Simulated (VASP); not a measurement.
A run of VASP 6.6.1 is set up as follows.

File INCAR:

```
SYSTEM = MoS2
PREC = Accurate ; ENCUT = 600
EDIFF = 1E-8 ; ISMEAR = 0
SIGMA = 0.03 ; LREAL = .False.
LASPH = .True. ; NELM = 80
ALGO = Normal ; ISIF = 2
LWAVE = .False. ; LCHARG = .False.
GGA = PE ; IVDW = 12
LEPSILON = .True. ; KPAR = 2
```

The input KPOINTS:

```
regular mesh
0
Gamma
  12 12 3
  0 0 0
```

Contents of POSCAR:

```
MoS2                                    
1.0
    3.1486683485     -0.0000000000      0.0000000000
   -1.5743341742      2.7268267779     -0.0000000000
   -0.0000000000      0.0000000000     12.0815411488
  Mo              S             
     2     4
Direct
     0.3333333332999970    0.6666666667000030    0.2500000000000000
     0.6666666667000030    0.3333333332999970    0.7500000000000000
     0.3333333332999970    0.6666666667000030    0.6204496163368001
     0.6666666667000030    0.3333333332999970    0.1204496163368001
     0.3333333332999970    0.6666666667000030    0.8795503836631999
     0.6666666667000030    0.3333333332999970    0.3795503836631999
```

Potentials or basis: VASP PAW PBE potentials, release 64 (Mo_sv, S).

Command:

```bash
$ cat potpaw_PBE.64/Mo_sv/POTCAR potpaw_PBE.64/S/POTCAR > POTCAR
$ mpirun -np 2 vasp_std > vasp.out
```

(1) Estimate the electronic dielectric tensor (diagonal).

(2) What does it give for the Born charges (mean of the diagonal)?

(3) Predict the dispersion energy per atom.

(4) Predict the band gap on the k mesh.

Answers

(1) 15.52, 15.52, 7.14.

(2) Mo -0.91; S +0.45 e.

(3) -0.438 eV.

(4) 0.80 eV, indirect (least direct gap 1.71 eV).

Caveat: an odd mesh through Γ misses points on the zone boundary, where band edges often lie.

The gap isn't set beside the measured one, since this odd mesh misses points on the zone boundary.
